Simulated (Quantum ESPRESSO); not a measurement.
# KF (Carobbiite): dielectric tensor and Born charges under several settings

```
K F
1.0
     0.00000    2.67185    2.67185
     2.67185    0.00000    2.67185
     2.67185    2.67185    0.00000
K F
1 1
Direct
  0.00000 0.00000 0.00000
  0.50000 0.50000 0.50000
```

All runs used Quantum ESPRESSO 7.5; k mesh 6 × 6 × 6, shifted; given cell; no spin polarisation; cutoff 1143 eV; occupations smeared at first, fixed for the response.

```tsv
level	potentials	pressure (GPa)	ε∞ (diagonal)	Born charge of atom 1 (e)
LDA	PseudoDojo 0.4.1 SR LDA standard	-3.6	2.02	1.14
PBE	PseudoDojo 0.4.1 SR PBE standard	1.3	1.98	1.14
PBEsol	PseudoDojo 0.4.1 SR PBEsol standard	?	?	?
WC	PseudoDojo 0.4.1 SR PBE standard	-0.5	2.00	1.14
BLYP	PseudoDojo 0.4.1 SR PBE standard	2.1	1.98	1.13
AM05	PseudoDojo 0.4.1 SR PBE standard	0.5	1.99	1.14
```

What stands in the row left open?

Pressure -0.7 GPa; ε∞ 2.00; Born charge of atom 1 1.14 e.

Caveats: the potentials were made for another functional, which shifts forces and pressure (some runs); the cell is more than 3 GPa from zero pressure, which shifts response properties (some runs).
